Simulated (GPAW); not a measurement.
Write a Python script for GPAW 26.7.0 that does the following.

```yaml
Task: single point from a typed occupation
Functional: PBE
Potentials_or_basis: GPAW PAW data sets (gpaw-data 1.2.1)
Cutoff: 600 eV
Basis: pw
k_mesh: 7 × 7 × 7
Occupations: gaussian, width 0.05 eV
Spin: collinear spin, ferromagnetic start
Starting_moments: "[3.0, 0.0] μB"
Hubbard_terms: Co d U = 2 eV
Maxiter: 120
start_of_the_occupation_matrix: xy_yz_xz_first
cycles_with_the_matrix_held: 11
Convergence: density=0.0001 energy=1e-05
Symmetry: point_group=False
```

The structure of CoO lies in CoO.xyz:

```xyz
2
Lattice="2.5705263100 0.0000000000 0.0000000000 0.0000000000 2.5705263100 0.0000000000 0.0000000000 0.0000000000 2.5705263100" Properties=species:S:1:pos:R:3 pbc="T T T"
Co     0.0000000000      0.0000000000      0.0000000000
O      1.2852631550      1.2852631550      1.2852631550
```

Measurements of this composition are mostly on another form, of space group No. 225.

The input as run:

run.py

```python
import numpy as np
from ase.io import read
from ase.units import Ha
from gpaw import PW
from gpaw.dft import DFT
from gpaw.hubbard import aoom

atoms = read('CoO.xyz')
atoms.set_initial_magnetic_moments([3.0, 0.0])

def hold(setup, l, U, n_smm):
    """Build the Hubbard potential of this atom from a typed occupation matrix."""
    free = setup.hubbard_u.calculate

    def calculate(setup, D_sii):
        energy, dH_sii = free(setup, D_sii)
        m = 2 * l + 1
        first = np.cumsum([0] + [2 * x + 1 for x in setup.l_j])
        blocks = [slice(first[j], first[j] + m) for j, x in enumerate(setup.l_j) if x == l]
        for s, n_mm in enumerate(n_smm):
            _, V_ii = aoom(D_sii[s], l, setup.l_j, setup.n_j, setup.N0_q)
            for i1 in blocks:
                for i2 in blocks:
                    V_ii[i1, i2] *= U / Ha / 2 * (np.eye(m) - 2 * np.array(n_mm))
            dH_sii[s] = V_ii
        return energy, dH_sii

    setup.hubbard_u.calculate = calculate
    return free

# occupation matrices [spin][m][m'] in real spherical harmonics, m = -l ... l
start = {
    0: [[[1.0, 0.0, 0.0, 0.0, 0.0],
         [0.0, 1.0, 0.0, 0.0, 0.0],
         [0.0, 0.0, 1.0, 0.0, 0.0],
         [0.0, 0.0, 0.0, 1.0, 0.0],
         [0.0, 0.0, 0.0, 0.0, 1.0]],
        [[1.0, 0.0, 0.0, 0.0, 0.0],
         [0.0, 1.0, 0.0, 0.0, 0.0],
         [0.0, 0.0, 0.0, 0.0, 0.0],
         [0.0, 0.0, 0.0, 0.0, 0.0],
         [0.0, 0.0, 0.0, 0.0, 0.0]]],
}

dft = DFT(atoms,
          mode=PW(600),
          xc='PBE',
          kpts={'size': (7, 7, 7), 'gamma': True},
          occupations={'name': 'methfessel-paxton', 'order': 0, 'width': 0.05},
          setups={0: ':d,2.0'},
          nbands=19,
          convergence={'density': 0.0001, 'energy': 1e-05},
          maxiter=120,
          symmetry={'point_group': False},
          converge=False,
          txt='gpaw.txt')
free = {a: hold(dft.setups[a], l, 2, start[a]) for a, l in {0: 2}.items()}
dft.converge(steps=11)
for a, calculate in free.items():
    dft.setups[a].hubbard_u.calculate = calculate
dft.converge()
print(f'Energy: {dft.calculate_energy():.6f} eV')
print('Forces (eV/A):')
print(dft.calculate_forces().round(4))
print('Stress (eV/A^3):', dft.calculate_stress().round(6))
print('Moments:', dft.magmoms()[1][:, 2].round(3))
dft.write_converged()
dft.write_gpw_file('gs.gpw')
for a, l in {0: 2}.items():
    setup = dft.setups[a]
    for s, D_ii in enumerate(dft.density.D_asii[a]):
        n_mm = aoom(D_ii, l, setup.l_j, setup.n_j, setup.N0_q)[0]
        print(f'atom {a} spin {s} trace {n_mm.trace():.4f} eigenvalues', *np.linalg.eigvalsh(n_mm).round(3))
        np.savetxt(f'occupation-{a}-{s}.dat', n_mm, fmt='%8.4f')
```

Potentials or basis: GPAW PAW data sets (gpaw-data 1.2.1), pw.

Launch:

```bash
$ OMP_NUM_THREADS=1 python run.py
```

Results of the run:

The pressure is 15.7 GPa, the band gap on the k mesh is 1.31 eV, direct and the net moment is 3.00 μB per cell. The site moments are Co +2.58; O +0.25 μB.

Caveat: the cutoff is short for stress and forces, so pressures can be off by a GPa or more; the occupation matrix was held by a function in the script for the first cycles and then freed; the end state hangs on it; an odd mesh through Γ misses points on the zone boundary, where band edges often lie; a cell with one magnetic atom can't hold antiferromagnetic order, which such compounds often take.

It took 12 min on 1 thread of Intel(R) Xeon(R) Processor @ 2.70GHz (shared host), peak memory 0.21 GiB.
